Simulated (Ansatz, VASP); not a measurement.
C in VASP and in Ansatz

```
C
1.0
     0.00000    1.45281    1.45281
     1.45281    0.00000    1.45281
     1.45281    1.45281    0.00000
C
1
Direct
  0.00000 0.00000 0.00000
```

Alike in both runs: functional LDA; k mesh 23 × 23 × 23; occupations fermi-dirac, width 0.1 eV; no spin polarisation.

Ansatz relaxed the structure, and its values are those at the end. VASP's run is a single point on that final structure, the one shown.

|  | VASP | Ansatz |
| --- | --- | --- |
| version | VASP 6.6.1 | Ansatz 0.2.0 |
| potentials or method | VASP PAW LDA potentials, release 64 (C) | PAW with Ansatz's default frozen-core files, scalar-relativistic |
| plane-wave cutoff (eV) | 520 | 420 |
| valence electrons in the cell | 4 | 4 |

|  | VASP | Ansatz | Ansatz less VASP |
| --- | --- | --- | --- |
| pressure (GPa) | 24.8 | 24.0 | -0.77 |

Caveats: so large a pressure means that the cell lies far from this level's equilibrium, or that cutoff or potentials fall short (VASP).
